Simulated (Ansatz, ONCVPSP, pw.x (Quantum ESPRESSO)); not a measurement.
**From atom to crystal: ONCV potential for molybdenum**

molybdenum, optimised norm-conserving Vanderbilt (ONCV), made with ONCVPSP 4.0.1.1 (patched build) (PBE, scalar-relativistic). Core [Ar] 3d10, reference 4s2 4p6 4d6. Waves: 4s: rc 1.95 bohr, ncon 3, nbas 7, qcut 6.9 1/bohr, 2 projectors, debl 3 Ha; 4p: rc 1.85 bohr, ncon 3, nbas 6, qcut 8.1 1/bohr, 1 projector; 4d: rc 1.75 bohr, ncon 4, nbas 6, qcut 5.6 1/bohr, local. Local part: the d channel. Core correction: none.

Atomic tests: cutoffs needed: 20 Ha and 36 Ha (the cutoffs (Ha) at which the residual kinetic energy of the hardest occupied pseudo-wave falls to 1 and 0.1 mHa per electron); ghost test: no bound ghost flagged; no localised positive-energy state flagged; configuration tests: 1 of 4 tests not solved or not reliable.

Crystal test: fcc Mo in pw.x 7.5, no spin, 14³ k-points, Fermi–Dirac smearing 0.01 Ry, cutoffs 85/340 Ry. The reference is all-electron LAPW (Ansatz 0.2.0) with the same functional, mesh and smearing; V0 and B0 come from Birch–Murnaghan fits to the pressures at five volumes. Errors are pseudo minus all-electron; Δ is the rms difference of the E(V) curves that follow from these fits, minima aligned, over ±6 % about the mean V0. Mesh and smearing are coarse, so the numbers serve the comparison and aren't converged zero-temperature values; the lattice is a test structure that the element need not adopt.

| V (Å³/atom) | P all-electron (GPa) | P pseudo (GPa) |
| --- | --- | --- |
| 15.226 | 13.93 | 14.58 |
| 15.626 | 6.76 | 7.30 |
| 16.027 | 0.44 | 0.89 |
| 16.428 | -5.13 | -4.76 |
| 16.828 | -10.04 | -9.74 |

All-electron: a0 = 4.005 Å (V0 = 16.06 Å³/atom), B0 = 235.3 GPa.

Pseudopotential: mean pressure error (GPa): +0.47; a0 (Å): 4.007; a0 error (%): +0.06; B0 error (%): +0.6; Δ (meV/atom): 1.6. Atomic configuration tests: 1 of 4 tests not solved or not reliable.

At the middle volume, how do free energy and pressure move when the wave cutoff is lowered (ecutrho kept at four times it)?

```
cutoff (Ry)  shift of F (meV/atom)  shift of P (GPa)
         38                 +159.1             -3.12
         51                  +95.9             -1.25
         68                  +21.1             -1.19
```

The run at the middle volume (104 k-points, 8 iterations) took about 27 s on one core of a shared host (Neoverse-N1, 64 threads, 124 GiB, load 53).
